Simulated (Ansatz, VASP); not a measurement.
Given: the input of a run of Ansatz 0.2.0 on PtS2. 

Contents of input.yaml:

```yaml
crystal:
  lattice:
    - [3.5432, 0.0, 0.0]
    - [-1.7716, 3.0685012107, 0.0]
    - [0.0, 0.0, 5.0388]
  atoms:
    - { symbol: Pt, position: [0.0, 0.0, 0.0] }
    - { symbol: S, position: [0.6666666667, 0.3333333333, 0.773] }
    - { symbol: S, position: [0.3333333333, 0.6666666667, 0.227] }
hamiltonian:
  xc: pbesol
  pseudopotentials: { kind: paw }
  dispersion: d3bj
kpoints:
  mp_grid: { grid: [9, 9, 5] }
scf:
  occupations: { method: fermi_dirac, width: 0.05 }
output:
  forces: true
  stress: true
  eigenvalues: true
  write_density: true
  write_potential: true
  elf: true
  volumetric_format: npy
relax:
  f_tol: 0.01
  max_steps: 40
  cell: { stress_tol: 0.05 }
```

Potentials or basis: Ansatz PAW.

The run is started by

```bash
$ ansatz run input.yaml --threads 1 --pin off --max-ram 3584MiB --backend cpu --events-out ev --progress --plain --runs-dir out
```

Q: What does the same run look like in VASP 6.6.1? Potentials or basis there: PBE PAW files Pt, S, 600 eV.

A: As run (cutoffs and basis follow the program's own potentials, and thresholds, step limits or extra output files can differ):

File INCAR:

```
SYSTEM = PtS2
PREC = Accurate
ENCUT = 600
EDIFF = 1E-6
ISMEAR = -1
SIGMA = 0.05
LREAL = .FALSE.
LASPH = .TRUE.
NELM = 100
ALGO = Fast
ISIF = 3
LWAVE = .FALSE.
LCHARG = .FALSE.
GGA = PS
IVDW = 12
IBRION = 2
NSW = 60
EDIFFG = -0.01
```

Contents of KPOINTS:

```
Automatic mesh
0
G
  9 9 5
  0 0 0
```

Contents of POSCAR:

```
PtS2
1.0
    3.5432000000      0.0000000000      0.0000000000
   -1.7716000000      3.0685012107      0.0000000000
    0.0000000000      0.0000000000      5.0388000000
Pt S
1 2
Direct
    0.0000000000      0.0000000000      0.0000000000
    0.6666666667      0.3333333333      0.7730000000
    0.3333333333      0.6666666667      0.2270000000
```

Potentials or basis: VASP PAW PBE potentials, release 64 (Pt, S).

The run is started by

```bash
$ cat potpaw_PBE.64/Pt/POTCAR potpaw_PBE.64/S/POTCAR > POTCAR
$ mpirun -np 1 vasp_std > vasp.out
```

Both were run:

|  | Ansatz | VASP |
| --- | --- | --- |
| Relaxed volume | 16.07 Å³/atom | 16.09 Å³/atom |
| Relaxed cell | a = 3.559 Å, b = 3.559 Å, c = 4.395 Å, α = 90.00°, β = 90.00°, γ = 120.00° | a = 3.557 Å, b = 3.557 Å, c = 4.407 Å, α = 90.00°, β = 90.00°, γ = 120.00° |
| Space group after relaxing | P-3m1 (No. 164) | P-3m1 (No. 164) |
| Pressure after relaxing | 0.0 GPa | 0.0 GPa |

Ansatz's pressure holds a Pulay term of +0.03 GPa for its cutoff of 420 eV, which the other run lacks.

The potentials hold 30 and 22 valence electrons a cell.

Ansatz's potentials were made for PBE. VASP's potentials were made for PBE.

Where Ansatz's input types no cutoff or centring, it takes its own default and a Γ-centred mesh.

Pressure is positive in compression.
